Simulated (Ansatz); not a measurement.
# Si2Mo: response to strain, part 2 of 2

Aim: deform Si2Mo (equal xx and yy strain of -2 %) and compute stress, forces and field gradients with LAPW, PAW and all-electron datasets made for the crystal.

Ansatz 0.2.0; DFT PBEsol; a database cell (COD). «Crystal datasets» are all-electron PAW datasets made for this crystal.

## (5) All-electron PAW on datasets made for the crystal

The input, input.yaml:

```yaml
crystal:
  lattice:
    - [-1.568, 1.568, 3.9305]
    - [1.568, -1.568, 3.9305]
    - [1.568, 1.568, -3.9305]
  atoms:
    - { symbol: Si, position: [0.333, 0.333, 0.0] }
    - { symbol: Si, position: [0.667, 0.667, 0.0] }
    - { symbol: Mo, position: [0.0, 0.0, 0.0] }
kpoints:
  mp_grid: { grid: [16, 16, 16] }
scf:
  occupations: { method: fermi_dirac, width: 0.08 }
hamiltonian:
  xc: pbesol
  pseudopotentials: { kind: all_electron, datasets: crystal }
output:
  forces: true
  stress: true
  eigenvalues: true
  efg: { contact_densities: true }
```

The run is started by

```bash
$ ansatz run input.yaml --threads 1 --pin off --max-ram 4096MiB --backend cpu --events-out ev --progress --plain --runs-dir out
```

Output:

```text
basis.fft_grid_basis auto: the FFT boxes are laid along the combinations [[1, 0, 1], [0, 1, 1], [0, 0, 1]] of the cell's own vectors, 3.136, 3.136 and 4.513 Å long. The dense box has 18×18×27 points. Along the cell's own vectors, as sized, it would have 27×27×27, 2.25 times as many. Of the 16 symmetry operations that the crystal satisfies within crystal.symmetry.tolerance (time reversal apart; of a slab, those that keep its plane) the dense box along the cell's own vectors carries 16, and the one as laid loses 12 of those. basis.fft_grid_basis: typed keeps the cell's own vectors: state it where this run's energies or levels are differenced outside the engine with another run's, or held beside a run that keeps those vectors.
hamiltonian.pseudopotentials.datasets: crystal makes datasets for this crystal and solves the spheres of its atoms anew in each pass: cutoff 300.0 eV, the density's 1200.0 eV; for an error of 0.50 meV an atom under PBE, 1.5 meV for the cell; an energy difference from a run of another recipe may be off by several times the error for the cell, under r2SCAN by more, where some 0.1 meV an atom stays at smaller errors; Si in spheres of 1.196 Å, 4 of its electrons in bands, 8 on its site; Mo in spheres of 1.376 Å, 6 of its electrons in bands, 8 on its site; only band paths and densities of states list, in semicore columns, the levels of the semicore shells that are solved separately: 2s of Si, 2p of Si, 4s of Mo, 4p of Mo
Mo: output.efg is read without spin–orbit coupling, which moves field gradients at and beside such atoms by some per cent and up to a factor of two; PAW files take it under magnetization.noncollinear and magnetization.spin_orbit
Engine: ansatz 0.2.0
Pseudopotentials: kind: all_electron
Pseudopotential: Si, paw, valence charge 12, recommended cutoff 300 eV (normal), Koelling and Harmon's equation, gaussian nucleus
Pseudopotential: Mo, paw, valence charge 14, recommended cutoff 300 eV (normal), Koelling and Harmon's equation, gaussian nucleus
Functional definition: PBEsol
  exchange = pbesol_x
  correlation = pbesol_c
Crystal: 3 atoms, lattice volume = 38.654 Å³
Basis set: ecut = 300 eV, 447 PW (Γ), FFT grids on a1+a3, a2+a3, a3, exchange–correlation on 36×36×54 points (8 copies of the dense FFT grid, shifted against one another)
Bands: 11, of which v1, the nominal top of the filled ones, is band 7 counted from 1 (6 counted from 0)
Symmetry: 16 space group operations
Space group: I4/mmm (ITA 139), of the structure as read, at distance tolerance 3.4e-5 Å
k-points: 349 of 4096
Non-local potential: Si, projectors of the file, l = 0: 1, l = 1: 1
Non-local potential: Mo, projectors of the file, l = 0: 1, l = 1: 1, l = 2: 2
PAW form: soft (Blöchl's): semilocal exchange-correlation on the pseudo side does not see the compensation charge
PAW one-centre angular grid: Si, 110 points (default); XC on its mesh's 1955 points in the sphere
PAW one-centre angular grid: Mo, 590 points (default); XC on its mesh's 1883 points in the sphere
Initial density: superposition of atomic densities (neutral atoms: chi_scale 0, normalization atom)
Initial wavefunctions: pseudopotential atomic-orbital guess
Functional: x = pbesol(κ = 0.804, μ = 0.12345679012345678), c = pbesol(β = 0.046)
iter 1 solved again at ethr=2.66e-2 eV; its pass at ethr=1.00e-1 eV (dr2=3.72e0 eV) is discarded
SCF iter   1: F=—  HF=-125878.008846 eV  |F-HF|=—  |Δ(HF+E_count)|=         —  Δρ=9.94e-2  dr2=4.88e0  ethr=2.66e-2  ⟨swp⟩=3.0  Hψ=24720  notcnv=0
preconditioner: auto → Kerker (q_TF=auto, 2.303 Å⁻¹)  [metal: Δε(μ)=0.012 eV  Ē_g=8.317 eV  σ=0.080 eV  W_gap=0.04  n_scr=10 (ndim 8)  ℏωp=22.3 eV  f_vac=0.000  D(μ)=0.55/eV (n_scr^D=0)]
SCF iter   2: F=—  HF=-125877.235359 eV  |F-HF|=—  |Δ(HF+E_count)|=   7.73e-1  Δρ=4.22e-2  dr2=7.13e-1  ethr=2.66e-2  ⟨swp⟩=2.0  Hψ=7689  notcnv=0  defer=1
SCF iter   3: F=—  HF=-125877.053108 eV  |F-HF|=—  |Δ(HF+E_count)|=   1.82e-1  Δρ=1.66e-2  dr2=2.11e-1  ethr=5.10e-3  ⟨swp⟩=3.3  Hψ=10580  notcnv=0  defer=4
SCF iter   4: F=—  HF=-125877.024920 eV  |F-HF|=—  |Δ(HF+E_count)|=   2.82e-2  Δρ=1.16e-2  dr2=8.08e-2  ethr=1.50e-3  ⟨swp⟩=3.1  Hψ=12894  notcnv=0  defer=5
SCF iter   5: F=—  HF=-125877.009810 eV  |F-HF|=—  |Δ(HF+E_count)|=   1.51e-2  Δρ=4.57e-3  dr2=1.33e-2  ethr=5.77e-4  ⟨swp⟩=2.0  Hψ=7535  notcnv=0  defer=12
iter 6 solved again at ethr=7.03e-7 eV; its pass at ethr=9.49e-5 eV (dr2=9.84e-5 eV) is discarded
SCF iter   6: F=—  HF=-125877.008242 eV  |F-HF|=—  |Δ(HF+E_count)|=   1.57e-3  Δρ=5.46e-4  dr2=9.93e-5  ethr=7.03e-7  ⟨swp⟩=3.1  Hψ=19261  notcnv=0  defer=7
SCF iter   7: F=—  HF=-125877.008196 eV  |F-HF|=—  |Δ(HF+E_count)|=   4.58e-5  Δρ=2.16e-4  dr2=1.61e-5  ethr=7.03e-7  ⟨swp⟩=2.0  Hψ=6389  notcnv=0  defer=5
SCF iter   8: F=—  HF=-125877.008186 eV  |F-HF|=—  |Δ(HF+E_count)|=   9.61e-6  Δρ=6.12e-5  dr2=1.68e-6  ethr=1.15e-7  ⟨swp⟩=2.1  Hψ=6419  notcnv=0  defer=3
SCF iter   9: F=-125877.008186 eV  HF=-125877.008186 eV  |F-HF|=3.11e-9  |Δ(HF+E_count)|=   5.19e-7  Δρ=4.03e-6  dr2=3.90e-9  ethr=1.20e-8  ⟨swp⟩=3.0  Hψ=7652  notcnv=0  defer=3
SCF 1 converged in 9 iterations: F = -125877.008188 eV  dr2 = 3.90e-9
  Residual-converged pass: ⟨swp⟩=4.8  Hψ=11424  notcnv=0  max |occ|·‖R‖ = 6.4e-6 eV (tolerance 6.5e-6 eV)  dr2=4.54e-9  dr2_onsite=4.11e-9  max |Δocc| = 6.3e-9
SCF converged after 9 iterations
Free energy (F): -125877.008188 eV
Harris-Foulkes:  -125877.008188 eV  (|F-HF|=3.11e-9)
Internal energy: -125877.001895 eV  (E = F + TS)
E sigma→0 (E₀):  -125877.005041 eV
Entropy (-TS):   -0.006293 eV (-2.098 meV/atom)
Past the cutoff: the bands carry plane waves up to 1.75 times it, of which those up to 1.5 times it add -0.000100 eV an atom, each by itself; the spheres take 0.000047 eV an atom off the energy for waves past 1.75 times it
By the cutoff:   a pressure is off by up to 0.006 GPa (1.2 times the spheres' own share and the shells' term, over an atom's volume, and 0.004 GPa: a bound that held against runs at twice the plane waves)
Past the cutoffs: a stress includes 0.0025 GPa for waves and charges beyond them, in addition to the slope of what the spheres take
In the spheres:  the bands' charges fall short by 9.0e-7 e at most (sound up to 1e-3), those of shells solved beside the bands by 6.8e-6 e (sound up to 5e-4)
Fermi energy:    18.922131 eV
--- Per-component energies (eV) ---
  The terms above E_closure are by the made datasets' own strengths, without shells solved beside the bands.
--- Forces (eV/Å), atoms counted from 1 ---
  atom   1  Si     0.00000000     0.00000000     0.26340695
  atom   2  Si     0.00000000    -0.00000000    -0.26340695
  atom   3  Mo     0.00000000     0.00000000     0.00000000
  max |Σ_I F_I| component: 1.11e-16 eV/Å
--- Stress (GPa, compression-positive) ---
        9.070009      -0.000000       0.000000
       -0.000000       9.070009       0.000000
       -0.000000      -0.000000       0.623099
  P = ⅓ Tr σ = 6.2544 GPa (62.544 kbar)
  It holds what live shells' own plane waves past their cutoff add
--- PAW observables at the nuclei: V_zz in 10²¹ V/m², potentials from the cell's mean, atoms counted from 1 ---
  atom   1  Si V_zz =    -0.914154   η = 0.0000   by run symmetry: allowed
            electrostatic potential = -1367.601521 V   contact ρ = 12769.938189 e/Å³
  atom   2  Si V_zz =    -0.914154   η = 0.0000   by run symmetry: allowed
            electrostatic potential = -1367.601521 V   contact ρ = 12769.938189 e/Å³
  atom   3  Mo V_zz =    -4.091875   η = 0.0000   by run symmetry: allowed
            electrostatic potential = -6357.068349 V   contact ρ = 594348.047205 e/Å³
--- Band table (eV; the first three rows and the last of 349) ---
  k-point 0: bands = ["5.1008", "12.2516", "15.2269", "15.6172", "16.2201", "16.2201", "19.4410", "21.8497", "22.3481", "22.8040"]
  k-point 1: bands = ["5.2281", "12.3703", "14.8255", "15.6624", "15.8724", "16.6480", "18.9661", "21.9173", "22.1417", "22.5797"]
  k-point 2: bands = ["5.6025", "12.6952", "14.2588", "15.0860", "15.8006", "17.1901", "17.8843", "21.4454", "22.4969", "22.5210"]
  k-point 348: bands = ["6.9140", "8.6647", "15.1412", "16.4735", "18.2611", "18.2611", "18.5167", "18.5167", "19.5715", "23.3224"]
```

Wall time 39 s (1 thread of Arm Neoverse V1, shared host); peak memory 0.88 GiB.

Read from it: pressure 6.25 GPa; no gap; largest force 0.263 eV/Å; Vzz Si1 -0.91 (η = 0.00), Mo3 -4.09 (η = 0.00) (10²¹ V/m²).

## (6) Side by side

Stress (GPa, compression positive):

```
          method    xx    yy    zz    yz    xz    xy
            LAPW  9.07  9.07  0.63  0.00  0.00  0.00
             PAW  9.04  9.04  0.59  0.00  0.00  0.00
crystal datasets  9.07  9.07  0.62  0.00  0.00  0.00
```

Forces (eV/Å):

```csv
atom,LAPW x,LAPW y,LAPW z,PAW x,PAW y,PAW z,crystal datasets x,crystal datasets y,crystal datasets z
Si1,0.000,0.000,0.264,0.000,0.000,0.265,0.000,0.000,0.263
Si2,0.000,0.000,-0.264,0.000,0.000,-0.265,0.000,0.000,-0.263
Mo3,0.000,0.000,0.000,0.000,0.000,0.000,0.000,0.000,0.000
```

```
          method  pressure (GPa)  largest force (eV/Å)  Vzz Si1 (10²¹ V/m²)  Vzz Mo3 (10²¹ V/m²)  SCF cycles, by the record's count
            LAPW            6.26                 0.264                    –                    –                                 10
             PAW            6.22                 0.265                -0.94                -4.02                                  6
crystal datasets            6.25                 0.263                -0.91                -4.09                                  9
```

## (7) What came out

This closing draws on all 2 parts.

| quantity | value |
| --- | --- |
| pressure | LAPW 6.26, PAW 6.22, crystal datasets 6.25 GPa |
| largest shear or deviatoric stress (LAPW) | 5.63 GPa |

The largest part of the stress beyond the pressure is 5.63 GPa in size, in the zz component; the atoms are carried along and not relaxed. No run of the undeformed cell stands beside it, so pressure and stress hold what the given cell had before the change, as far as its symmetry allows. PAW: stress within 0.04 GPa of LAPW, forces within 2 meV/Å. Crystal datasets: stress within 0.01 GPa of LAPW, forces within 1 meV/Å.
